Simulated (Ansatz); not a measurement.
# Pt: the cost of one run

Computed with Ansatz 0.2.0 (DFT PBE, scalar-relativistic, plane waves, PAW, unless a step's input says otherwise).

**1. The system as given**

Symmetry: P-3m1, No. 164, trigonal system. Conventional cell: a = 2.719 Å, b = 2.719 Å, c = 28.321 Å, α = 90.00°, β = 90.00°, γ = 120.00°. Pt (site symmetry 3m) has 9 Pt at 2.72 Å as nearest neighbours. Around Pt (site symmetry 3m) lie 12 Pt at 2.72 Å. Pt (site symmetry -3m) has 12 Pt at 2.72 Å as nearest neighbours.

Structure file:

```cif
data_structure
_symmetry_space_group_name_H-M 'P-3m1'
_symmetry_Int_Tables_number 164
_cell_length_a 2.7192
_cell_length_b 2.7192
_cell_length_c 28.3213
_cell_angle_alpha 90.000
_cell_angle_beta 90.000
_cell_angle_gamma 120.000
_cell_volume 181.35
loop_
_atom_site_label
_atom_site_type_symbol
_atom_site_symmetry_multiplicity
_atom_site_Wyckoff_symbol
_atom_site_fract_x
_atom_site_fract_y
_atom_site_fract_z
_atom_site_occupancy
Pt1 Pt 2 c 0.00000 0.00000 0.26482 1
Pt2 Pt 2 d 0.33333 0.66667 0.34321 1
Pt3 Pt 2 d 0.66667 0.33333 0.42161 1
Pt4 Pt 1 b 0.00000 0.00000 0.50000 1
```

**2. Relaxing the atoms: Pt7 slab, no spin**

The input, input.yaml:

```yaml
crystal:
  lattice:
    - [2.7191932692, 0.0, 0.0]
    - [1.3595966346, 2.3548904489, 0.0]
    - [0.0, 0.0, 28.321272043]
  atoms:
    - { symbol: Pt, position: [0.0, 0.0, 0.2648186137] }
    - { symbol: Pt, position: [0.3333333333, 0.3333333333, 0.3432124091] }
    - { symbol: Pt, position: [0.6666666667, 0.6666666667, 0.4216062046] }
    - { symbol: Pt, position: [0.0, 0.0, 0.5] }
    - { symbol: Pt, position: [0.3333333333, 0.3333333333, 0.5783937954] }
    - { symbol: Pt, position: [0.6666666667, 0.6666666667, 0.6567875909] }
    - { symbol: Pt, position: [0.0, 0.0, 0.7351813863] }
scf:
  occupations: { method: gaussian, width: 0.1 }
output:
  forces: true
  stress: false
  efg: {}
  write_density: true
  write_potential: true
  elf: true
  volumetric_format: npy
hamiltonian:
  xc: pbe
efield:
  axis: 3
  dipole_correction: true
kpoints:
  mp_grid: { grid: [16, 16, 1] }
relax:
  f_tol: 0.01
```

Run with:

```console
$ ansatz run input.yaml --threads 8 --pin off --max-ram 20480MiB --backend cpu --events-out ev --progress --plain --runs-dir out
```

**Question.** How long does this run take on 8 threads of Arm Neoverse V1, shared host, and how much memory does it need?

About 27 s, with a peak of 1.1 GiB.
